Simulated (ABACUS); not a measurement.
# Cd (P6_3/mmc) in ABACUS: notebook

One crystal, Cd, is run at these levels: r2SCAN, PBEsol, TPSS; tasks: single point.

Program: ABACUS 3.10.1. These are calculated values, not measurements. Logs are shortened: lines on timing, memory, paths and dates and some standing lists are left out, and cuts for length are marked.

## Step 1: The structure

It takes space group P6_3/mmc (No. 194, hexagonal). Conventional cell: a = 2.979 Å, b = 2.979 Å, c = 5.618 Å, α = 90.00°, β = 90.00°, γ = 120.00°. Cd (site symmetry -6m2) has 12 Cd at 2.98 to 3.29 Å as nearest neighbours.

## Step 2: Single point, r2SCAN

INPUT

```
INPUT_PARAMETERS
suffix              Cd
calculation         scf
basis_type          lcao
pseudo_dir          ./
orbital_dir         ./
symmetry            1
dft_functional      MGGA_X_R2SCAN+MGGA_C_R2SCAN
ecutwfc             103
pseudo_rcut         10
nspin               1
nbands              30
ks_solver           genelpa
smearing_method     fd
smearing_sigma      0.00367493
scf_thr             1e-07
scf_nmax            100
mixing_type         broyden
mixing_beta         0.7
cal_force           1
cal_stress          1
mixing_tau          1
out_mul             1
out_chg             1
out_pot             2
out_elf             1
```

STRU

```
ATOMIC_SPECIES
Cd 112.4140 Cd_ONCV_PBE-1.2.upf

NUMERICAL_ORBITAL
Cd_confined-atom_7au_3s2p2d1f.orb

LATTICE_CONSTANT
5.6292484609

LATTICE_VECTORS
1.0000000000 0.0000000000 0.0000000000
-0.5000000000 0.8660254038 0.0000000000
0.0000000000 0.0000000000 1.8858325472

ATOMIC_POSITIONS
Cartesian

Cd
0.0
2
0.5000000000 0.2886751346 1.4143744104 1 1 1
0.0000000000 0.5773502692 0.4714581368 1 1 1
```

KPT

```
K_POINTS
0
Gamma
7 7 4 0 0 0
```

Potentials or basis: SG15 ONCV 1.2 PBE, DZP LCAO (the cutoffs set its grid).

Started as:

```bash
$ OMP_NUM_THREADS=1 mpirun -np 4 abacus > log
```

running log:

```text
ABACUS v3.10.1

               Atomic-orbital Based Ab-initio Computation at UStc

 ------------------------------------------------------------------------------------

 READING GENERAL INFORMATION
                           global_out_dir = OUT.Cd/
                           global_in_card = INPUT
                               pseudo_dir = ./
                              orbital_dir = ./
                                    DSIZE = 4
                                    GSIZE = 1

 READING UNITCELL INFORMATION
                                    ntype = 1
                  lattice constant (Bohr) = 5.62925
              lattice constant (Angstrom) = 2.97887

 READING ATOM TYPE 1
                               atom label = Cd
                      L=0, number of zeta = 3
                      L=1, number of zeta = 2
                      L=2, number of zeta = 2
                      L=3, number of zeta = 1
             number of atom for this type = 2

                        TOTAL ATOM NUMBER = 2
CARTESIAN COORDINATES ( UNIT =       5.629248460900 Bohr ).
    atom                   x                   y                   z     mag                  vx                  vy                  vz
tauc_Cd1            0.5000000000        0.2886751346        1.4143744104  0.0000        0.0000000000        0.0000000000        0.0000000000
tauc_Cd2            0.0000000000        0.5773502692        0.4714581368  0.0000        0.0000000000        0.0000000000        0.0000000000

                          Volume (Bohr^3) = 291.33
                             Volume (A^3) = 43.1706

 Lattice vectors: (Cartesian coordinate: in unit of a_0)
                   +1                  +0                  +0
                 -0.5           +0.866025                  +0
                   +0                  +0            +1.88583
 Reciprocal vectors: (Cartesian coordinate: in unit of 2 pi/a_0)
                   +1            +0.57735                  -0
                   -0             +1.1547                  -0
                   +0                  -0            +0.53027
 The esolver type has been set to : ksdft_lcao

                PAO radial cut off (Bohr) = 10

 Read in pseudopotential file is Cd_ONCV_PBE-1.2.upf
                     pseudopotential type = NC
          exchange-correlation functional = PBE
                 nonlocal core correction = 0
                        valence electrons = 20
                                     lmax = 2
                           number of zeta = 0
                     number of projectors = 6
                           L of projector = 0
                           L of projector = 0
                           L of projector = 1
                           L of projector = 1
                           L of projector = 2
                           L of projector = 2
 XC functional updated to : MGGA_X_R2SCAN+MGGA_C_R2SCAN
          exchange-correlation functional = MGGA_X_R2SCAN+MGGA_C_R2SCAN
     initial pseudo atomic orbital number = 0

 SETUP THE ELECTRONS NUMBER
            electron number of element Cd = 20
      total electron number of element Cd = 40
            AUTOSET number of electrons:  = 40
                           occupied bands = 20
                                   NLOCAL = 52
                                   NBANDS = 30
                                   NBANDS = 30
                                   NLOCAL = 52

%%%%%%%%%%%%%%%%%%%%%%%%%%%%%%%%%%%%%%%%%%%%%%%%%%%%%%%%%%%%%%%%%%%%%%%%%%%%%%%%%%%%%%%%%%%%%%%%%%%%%%%%%%
 Warning: the number of valence electrons in pseudopotential > 12 for Cd: [Kr] 4d10 5s2
 Pseudopotentials with additional electrons can yield (more) accurate outcomes, but may be less efficient.
 If you're confident that your chosen pseudopotential is appropriate, you can safely ignore this warning.
%%%%%%%%%%%%%%%%%%%%%%%%%%%%%%%%%%%%%%%%%%%%%%%%%%%%%%%%%%%%%%%%%%%%%%%%%%%%%%%%%%%%%%%%%%%%%%%%%%%%%%%%%%

 SETUP THE PLANE WAVE BASIS
 energy cutoff for charge/potential (unit:Ry) = 412
            fft grid for charge/potential = [ 40, 40, 72 ]
                        fft grid division = [ 5, 5, 3 ]
        big fft grid for charge/potential = [ 8, 8, 24 ]
                                     nbxx = 384
                                     nrxx = 28800

 SETUP PLANE WAVES FOR CHARGE/POTENTIAL
                    number of plane waves = 41121
                         number of sticks = 913

 PARALLEL PW FOR CHARGE/POTENTIAL
     PROC   COLUMNS(POT)             PW
        1            229          10283
        2            228          10280
        3            228          10278
        4            228          10280
[... 62 lines left out ...]
                                   nkstot = 196
                       right hand lattice = 1
(for reciprocal lattice: )
                             BRAVAIS TYPE = 4
                     BRAVAIS LATTICE NAME = 04. Hexagonal cell
                                    ibrav = 4
                       right hand lattice = 1
(for k-lattice: )
                             BRAVAIS TYPE = 4
                     BRAVAIS LATTICE NAME = 04. Hexagonal cell
                                    ibrav = 4
                       right hand lattice = 1
                        ROTATION MATRICES = 24
                               nkstot_ibz = 24
K-POINTS REDUCTION ACCORDING TO SYMMETRY
     IBZ    DIRECT_X    DIRECT_Y    DIRECT_Z  WEIGHT  ibz2bz
       1  0.00000000  0.00000000  0.00000000  0.0051       0
       2 -0.14285714  0.14285714  0.00000000  0.0306       1
       3 -0.28571429  0.28571429  0.00000000  0.0306       2
       4 -0.42857143  0.42857143  0.00000000  0.0306       3
       5 -0.14285714  0.28571429  0.00000000  0.0306       8
       6 -0.28571429  0.42857143  0.00000000  0.0612       9
[... 16 lines left out ...]
      23  0.42857143  0.42857143  0.50000000  0.0306     108
      24  0.42857143  0.28571429  0.50000000  0.0306     114

                               nkstot now = 24
[... K-POINTS DIRECT COORDINATES: 24 rows ...]

           k-point number in this process = 24
       minimum distributed K point number = 24
[... stars of the k points ...]

[... K-POINTS CARTESIAN COORDINATES: 24 rows ...]

[... K-POINTS DIRECT COORDINATES: 24 rows ...]

 SETUP PLANE WAVES FOR WAVE FUNCTIONS
     energy cutoff for wavefunc (unit:Ry) = 103
              fft grid for wave functions = [ 40, 40, 72 ]
                    number of plane waves = 6829
                         number of sticks = 265

 PARALLEL PW FOR WAVE FUNCTIONS
     PROC   COLUMNS(POT)             PW
        1             67           1709
        2             67           1709
        3             65           1707
        4             66           1704
 --------------- sum -------------------
        4            265           6829

 SET NONLOCAL PSEUDOPOTENTIAL PROJECTORS
 max number of nonlocal projetors among all species is 6

 -------------------------------------------
 SELF-CONSISTENT
 -------------------------------------------

 SETUP SEARCHING RADIUS FOR PROGRAM TO SEARCH ADJACENT ATOMS
                  longest orb rcut (Bohr) = 7
   longest nonlocal projector rcut (Bohr) = 3.1
                     search radius (Bohr) = 20.2
              searching radius is (Bohr)) = 20.2
         searching radius unit is (Bohr)) = 5.63
                         PeriodicBoundary = 1
                        Radius(unit:lat0) = 3.59
                                   glayer = [ 6, 6, 3 ]
                             glayer_minus = [ 5, 5, 2 ]

Find the coordinate range of the input atom(unit:lat0).
                                  min_tau = [ -7.5, -4.04, -3.3 ]
                                  max_tau = [ 8, 4.91, 5.19 ]
                                BoxNumber = [ 11, 11, 5 ]

 SETUP EXTENDED REAL SPACE GRID FOR GRID INTEGRATION
                          real space grid = [ 40, 40, 72 ]
                 big cell numbers in grid = [ 8, 8, 24 ]
             meshcell numbers in big cell = [ 5, 5, 3 ]
                        extended fft grid = [ 12, 12, 16 ]
                dimension of extened grid = [ 33, 33, 57 ]
                            UnitCellTotal = 75
              Atom number in sub-FFT-grid = 2
    Local orbitals number in sub-FFT-grid = 52
                                ParaV.nnr = 47658
                                 init_chg = atomic

 LCAO ALGORITHM --------------- ION=   1  ELEC=   1--------------------------------

 Density error is 0.0234436841292
----------------------------------------------------------
     Energy           Rydberg                 eV
----------------------------------------------------------
 E_KohnSham     -621.6195094965      -8457.5673171173
 E_Harris       -624.8327684760      -8501.2859483879
 E_Fermi        1.2045790396         16.3891386298
----------------------------------------------------------
[... 91 lines left out ...]
 Density error is 2.47361211403e-08
----------------------------------------------------------
     Energy           Rydberg                 eV
----------------------------------------------------------
 E_KohnSham     -621.7023358070      -8458.6942268847
 E_KS(sigma->0) -621.7022607018      -8458.6932050262
 E_Harris       -621.7023394876      -8458.6942769617
 E_band         -56.0657038689       -762.8130349979
 E_one_elec     -277.3915866391      -3774.1061555528
 E_Hartree      148.8139224056       2024.7172864460
 E_xc           -55.4671116724       -754.6687703474
 E_Ewald        -437.6574096907      -5954.6345437133
 E_entropy(-TS) -0.0001502104        -0.0020437171
 E_descf        0.0000000000         0.0000000000
 E_exx          0.0000000000         0.0000000000
 E_Fermi        1.2107745464         16.4734328248
----------------------------------------------------------

 charge density convergence is achieved
 final etot is -8458.6942269 eV
 EFERMI = 16.473432825 eV
The vacuum level is 17.712711685 eV

 STATE ENERGY(eV) AND OCCUPATIONS    NSPIN == 1
 1/24 kpoint (Cartesian) = 0.0000 0.0000 0.0000 (1276 pws)
       1       -89.7694      0.0102041
       2       -89.7680      0.0102041
       3       -49.7207      0.0102041
       4       -49.7004      0.0102041
       5       -49.6975      0.0102041
       6       -49.6975      0.0102041
[... 182 lines left out ...]
      29        33.9567        0.00000
      30        34.7303        0.00000

[... levels at 18 further k points ...]

 correction force for each atom along direction 1 is 1.92829e-10
 correction force for each atom along direction 2 is -1.11116e-10
 correction force for each atom along direction 3 is -1.16337e-10
------------------------------------------------------------------------------------------
 TOTAL-FORCE (eV/Angstrom)
------------------------------------------------------------------------------------------
                       Cd1         0.0000000000         0.0000000000         0.0000000000
                       Cd2         0.0000000000         0.0000000000         0.0000000000
------------------------------------------------------------------------------------------

----------------------------------------------------------------
 TOTAL-STRESS (KBAR)
----------------------------------------------------------------
         7.2111718763         0.0000000000         0.0000000000
         0.0000000000         7.2111718761         0.0000000000
         0.0000000000        -0.0000000000        -1.0354017157
----------------------------------------------------------------
 TOTAL-PRESSURE: 4.462314 KBAR

 --------------------------------------------
 !FINAL_ETOT_IS -8458.6942268846905790 eV
 --------------------------------------------
```

It took 20 s on 4 MPI ranks of Intel Xeon Platinum 8488C (Sapphire Rapids), shared host; peak memory 0.4 GiB.

What came out:

| Item | Value |
| --- | --- |
| Free energy | -8458.6942 eV |
| Pressure | 0.4 GPa |
| Band gap on the k mesh | none (metal or under the smearing width) |

Levels at points of the mesh, in eV from the Fermi level:
```csv
k point,band 18,band 19,band 20,band 21,band 22,band 23
"(0.00, 0.00, 0.00)",-8.82,-8.82,-3.19,-2.89,11.39,15.81
"(0.00, 0.00, 0.50)",-8.93,-7.61,-7.61,4.03,4.03,16.98
```

Caveat: the atomic orbitals were generated for these runs and aren't a published set; the potentials were made for another functional, which shifts forces and pressure; the basis of atomic orbitals isn't converged, which shifts pressures, moduli and gaps.

(Continued in part 2 of 2.)
